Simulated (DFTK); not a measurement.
## GaP under changes of volume

One of the cells (20.240 Å³/atom); the others are scaled copies at fixed shape and fractional positions:

```
CELL_PARAMETERS angstrom
0.00000 2.72525 2.72525
2.72525 0.00000 2.72525
2.72525 2.72525 0.00000
ATOMIC_POSITIONS crystal
Ga 0.00000 0.00000 0.00000
P 0.75000 0.75000 0.75000
```

* Program: DFTK 0.8.2
* Functional: PBE
* Potentials or basis: dojo.nc.sr.pbe.v0_4_1.standard.upf (PBE)
* Cutoff: 1088 eV
* k mesh: 8 × 8 × 8
* Occupations: fermi-dirac, width 0.05 eV
* Spin: no spin polarisation

| volume (Å³/atom) | energy over the lowest point (meV/atom) | pressure (GPa) | gap on the mesh (eV) |
| --- | --- | --- | --- |
| 19.026 | 47.17 | 8.8 | 1.52 |
| 19.431 | 27.74 | 6.5 | 1.57 |
| 19.836 | 13.84 | 4.5 | 1.61 |
| 20.240 | ? | ? | ? |
| 20.645 | 0.45 | 0.9 | 1.61 |
| 21.050 | 0.00 | -0.6 | 1.50 |
| 21.455 | 3.15 | -1.9 | 1.34 |

Q: What does the run at 20.240 Å³/atom give?

A: Energy over the lowest point 4.91 meV/atom; pressure 2.6 GPa; gap on the mesh 1.64 eV.

Worked out: A Birch-Murnaghan fit of order 3 (a polynomial in V^(-2/3)) to the other rows has its minimum at 20.89 Å³/atom with B0 = V·E''(V) = 77 GPa and B' = 4.5. It gives 4.93 meV/atom at 20.240 Å³/atom, against the run's 4.91, and -dE/dV = 2.6 GPa, against 2.6. A parabola through the other rows of the gap, of slope -1.37 eV per unit of ln V there, gives 1.63 eV, against the run's 1.64.

Energies are extrapolated to zero smearing.

A mesh can miss the band edges. Spin-orbit coupling on Ga is left out.
